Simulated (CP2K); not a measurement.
Runs of CP2K 2026.2 on Sn. The structure is cubic, space group Fd-3m (No. 227). Conventional cell: a = 6.467 Å, b = 6.467 Å, c = 6.467 Å, α = 90.00°, β = 90.00°, γ = 90.00°. Around Sn (site symmetry -43m) lie 4 Sn at 2.80 Å. This isn't the form of Sn at room conditions, which is tetragonal (white tin).

```tsv
task	level	cell	points a segment of the path (NPOINTS)	bands added on the path	CUTOFF of the grids	gap on the mesh (eV)	pressure (GPa)	largest force (eV/Å)
band structure	PW91	as given	6	4	675 Ry	none	4.1	-
band structure	PBE	as given	6	4	675 Ry	none	4.2	-
single point	PBE	strain_c = -0.04	-	-	450 Ry	none	6.7	(a)
band structure	BLYP	as given	6	4	675 Ry	none	5.5	-
band structure	PBEsol	as given	6	4	675 Ry	none	3.8	-
single point	PBE	strain_c = 0.04	-	-	450 Ry	none	(d)	0.34
single point	PBE	strain_c = 0.02	-	-	450 Ry	none	3.2	0.20
single point	PBE	strain_c = 0	-	-	450 Ry	none	4.2	-
single point	PBE	strain_c = 0.06	-	-	450 Ry	none	1.7	(c)
band structure	LDA	as given	6	4	675 Ry	none	(b)	-
band structure	HLE17	as given	6	4	675 Ry	none	0.3	-
band structure	RPBE	as given	6	4	675 Ry	none	4.4	-
```

Alike in all rows: potentials or basis POTENTIAL_UZH Sn GTH-PBE-q4; TZVP-MOLOPT-PBE-GTH basis; no spin polarisation; k mesh 7 × 7 × 7; smearing fermi-dirac 0.05 eV.

Fill in the values left out.

(a) 0.59; (b) 3.9; (c) 0.45; (d) 2.4.

Caveats: the basis of atomic orbitals isn't converged, which shifts pressures, moduli and gaps; spin-orbit coupling is left out, which moves the levels of the heavy elements (some runs); the potentials were made for another functional, which shifts forces and pressure (some runs); the potentials were made for a functional far from this one (some runs).

A k mesh can miss the band edges, and the runs leave out spin-orbit coupling on Sn.

A gap of «none» marks a metal or a gap under the smearing width.
